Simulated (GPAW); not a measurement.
The system is FeO.

```
Fe O
1.0
     0.00000    2.38188    2.38188
     2.38188    0.00000    2.38188
     2.38188    2.38188    0.00000
Fe O
1 1
Direct
  0.00000 0.00000 0.00000
  0.25000 0.25000 0.25000
```

The cell comes from a database or a generator and needn't be the stable form of this composition.

Base run:

| Item | Value |
| --- | --- |
| Program | GPAW 26.7.0 |
| Functional | PBEsol |
| Potentials or basis | PAW data sets generated in the run's folder for this functional |
| Cutoff | 800 eV |
| Basis | pw |
| k mesh | 7 × 7 × 7 |
| Occupations | gaussian, width 0.05 eV |
| Spin | collinear spin, zero start |
| Starting moments | [0.0, 0.0] μB |

Its results: band gap on the k mesh none (metal or under the smearing width); pressure -36.3 GPa; net moment 0.00 μB per cell.

Task: The run is repeated on the same cell with these changes: spin from collinear spin, zero start to collinear spin, random start; moments at the start from [0.0, 0.0] to [3.44, 0.0]. What comes out?

Result: Band gap on the k mesh none (metal or under the smearing width); pressure -16.5 GPa; net moment 4.01 μB per cell; site moments Fe +3.53; O +0.22 μB.

Caveats: semilocal functionals often make such compounds metallic where correlation or magnetic order opens a gap, which also shifts bond lengths; the run has no moments, though such compounds are often magnetic (some runs); a magnetic state may lie lower (some runs); a pressure of tens of GPa on the cell as given is suspect, and the run, the potentials or the cell itself is likely at fault (some runs); so large a pressure means that the cell lies far from this level's equilibrium, or that cutoff or potentials fall short (some runs); a cell with one magnetic atom can't hold antiferromagnetic order, which such compounds often take (some runs).
